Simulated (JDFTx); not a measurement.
**Au under changes of volume**

One of the cells (16.855 Å³/atom); the others are scaled copies at fixed shape and fractional positions:

```
Au
1.0
     0.00000    2.03500    2.03500
     2.03500    0.00000    2.03500
     2.03500    2.03500    0.00000
Au
1
Direct
  0.00000 0.00000 0.00000
```

| Item | Value |
| --- | --- |
| Program | JDFTx 1.7.0 (patched build) |
| Functional | PBEsol |
| Potentials or basis | PseudoDojo-SR-PBEsol-0.4.1-standard with smoothed tails |
| Cutoff | 1034 eV |
| Density cutoff | 4136 eV |
| k mesh | 11 × 11 × 11 |
| Occupations | fermi-dirac, width 0.05 eV |
| Spin | no spin polarisation |

| volume (Å³/atom) | energy over the lowest point (meV/atom) | pressure (GPa) |
| --- | --- | --- |
| 15.843 | ? | ? |
| 16.181 | 22.49 | 9.7 |
| 16.518 | 6.82 | 5.2 |
| 16.855 | 0.00 | 1.2 |
| 17.192 | 0.94 | -2.2 |
| 17.529 | 8.65 | -5.2 |
| 17.866 | 22.31 | -7.8 |

Problem. What does the run at 15.843 Å³/atom give?

Solution. Energy over the lowest point 48.28 meV/atom; pressure 14.7 GPa.

Worked out: A Birch-Murnaghan fit of order 3 (a polynomial in V^(-2/3)) to the other rows has its minimum at 16.98 Å³/atom with B0 = V·E''(V) = 177 GPa and B' = 5.7. It gives 48.35 meV/atom at 15.843 Å³/atom, against the run's 48.28, and -dE/dV = 14.9 GPa, against 14.7.

Energies are extrapolated to zero smearing.
